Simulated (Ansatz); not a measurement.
# Cu (fcc type): the cost of one run

Method: DFT, PBE, all-electron LAPW, scalar-relativistic, in Ansatz 0.2.0.

1 further run of the same task is left out (it didn't finish).

## Step 1: The system as given

It takes space group Fm-3m (No. 225, cubic). The conventional cell has a = 2.744 Å, b = 2.744 Å, c = 2.744 Å, α = 90.00°, β = 90.00°, γ = 90.00°. Around Cu (site symmetry m-3m) lie 12 Cu at 1.94 Å.

Structure file:

```cif
data_structure
_symmetry_space_group_name_H-M 'P 1'
_symmetry_Int_Tables_number 1
_cell_length_a 1.9404
_cell_length_b 1.9404
_cell_length_c 1.9404
_cell_angle_alpha 60.000
_cell_angle_beta 60.000
_cell_angle_gamma 60.000
_cell_volume 5.17
loop_
_atom_site_label
_atom_site_type_symbol
_atom_site_fract_x
_atom_site_fract_y
_atom_site_fract_z
_atom_site_occupancy
Cu1 Cu 0.00000 0.00000 0.00000 1
```

## Step 2: Fcc relaxed under pressure, LAPW

input.yaml reads:

```yaml
crystal:
  lattice:
    - [0.0, 1.3720703244, 1.3720703244]
    - [1.3720703244, 0.0, 1.3720703244]
    - [1.3720703244, 1.3720703244, 0.0]
  atoms:
    - { symbol: Cu, position: [0.0, 0.0, 0.0] }
kpoints:
  mp_grid: { grid: [24, 24, 24] }
scf:
  occupations: { method: fermi_dirac, width: 0.05 }
hamiltonian:
  xc: pbe
  pseudopotentials: { kind: all_electron, lapw: { basis_error: 0.0005 } }
output:
  forces: true
  stress: true
  eigenvalues: true
relax:
  f_tol: 0.005
  max_steps: 12
  cell: { p_target: 920.0, stress_tol: 0.46 }
```

Command:

```
> ansatz run input.yaml --threads 1 --pin off --max-ram 3584MiB --backend cpu --events-out ev --progress --plain --runs-dir out
```

Q: Estimate wall time and peak memory on 1 thread of Arm Neoverse V1, shared host.

About 94 s, with a peak of 0.63 GiB.
